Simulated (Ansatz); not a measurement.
# Stress against strain in SiC

```
CELL_PARAMETERS angstrom
3.07600 0.00000 0.00000
-1.53800 2.66389 0.00000
0.00000 0.00000 5.04800
ATOMIC_POSITIONS crystal
Si 0.33333 0.66667 0.00000
Si 0.66667 0.33333 0.50000
C 0.33333 0.66667 0.38500
C 0.66667 0.33333 0.88500
```

Atom numbers follow the list: Si1, Si2, C3, C4.

The geometry is COD entry 9008875, unchecked; take it as a test cell.

Theory: DFT, PBE, all-electron LAPW, scalar-relativistic (Ansatz 0.2.0).

Settings: a Γ-centred 15×15×8 k mesh, Fermi–Dirac smearing of 0.08 eV, basis error target 1 meV/atom, no spin polarisation.

The strain is applied along the Cartesian axes of the cell as listed (γ is the engineering shear, twice εxy = εyz = εzx). Fractional coordinates are held (clamped ions).

σ is the change of stress from the unstrained cell, which is at 3.71 GPa; tension is positive, so slopes are stress–strain coefficients at that pressure.

Only quantities that a quadratic follows smoothly over the whole series are listed; rougher ones are left out.

```tsv
γ	σxy (GPa)	σyz (GPa)
-0.0300	-7.31	-4.99
-0.0200	-4.88	-3.34
0.0000	0.00	0.00
0.0100	2.44	1.68
0.0200	4.89	3.36
0.0300	7.34	5.05
```

Fit the series and read off the stiffness at zero strain.

Least-squares fits y = p0 + p1 x + p2 x² to the rows give σxy (GPa): p1 = 244, p2 = 19; σyz (GPa): p1 = 167, p2 = 33.

One run, at γ = -0.0100, is withheld. Predict its row.

The fits give -2.44, -1.67; the run gave -2.44, -1.67.
